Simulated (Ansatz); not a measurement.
**TiTe2 in Ansatz: the effect of functional**

Crystal: TiTe2.

```
CELL_PARAMETERS angstrom
3.85108 0.00000 0.00000
-1.92554 3.33513 0.00000
0.00000 0.00000 6.62544
ATOMIC_POSITIONS crystal
Te 0.33333 0.66667 0.73720
Te 0.66667 0.33333 0.26280
Ti 0.00000 0.00000 0.00000
```

The cell isn't the ideal one: volume scaled by 1.06.

Alike in all runs:

```yaml
Program: Ansatz 0.2.0
Task: single point
Potentials_or_basis: Ansatz PAW
k_mesh: 8 × 8 × 4
Occupations: fermi-dirac, width 0.05 eV
Spin: no spin polarisation
```

Question: One run gave: pressure -2.5 GPa; largest force 0.45 eV/Å. Which functional did it use?
A. r2SCAN
B. LDA
C. PBE

Answer: C.

| functional | cutoff | pressure (GPa) | largest force (eV/Å) |
| --- | --- | --- | --- |
| LDA | 420 eV (not typed: the program's choice for these potentials) | -7.0 | 0.74 |
| r2SCAN | 500 eV (not typed: the program's choice for these potentials) | -2.7 | 0.68 |
| PBE | 420 eV (not typed: the program's choice for these potentials) | -2.5 | 0.45 |

Caveats: the PAW data sets come from PBE, with cores solved anew for the run's functional, which leaves a small shift of forces and pressure (some runs); this functional lacks dispersion, which binds the layers, so the pressure and a relaxed spacing across them are unreliable (some runs).
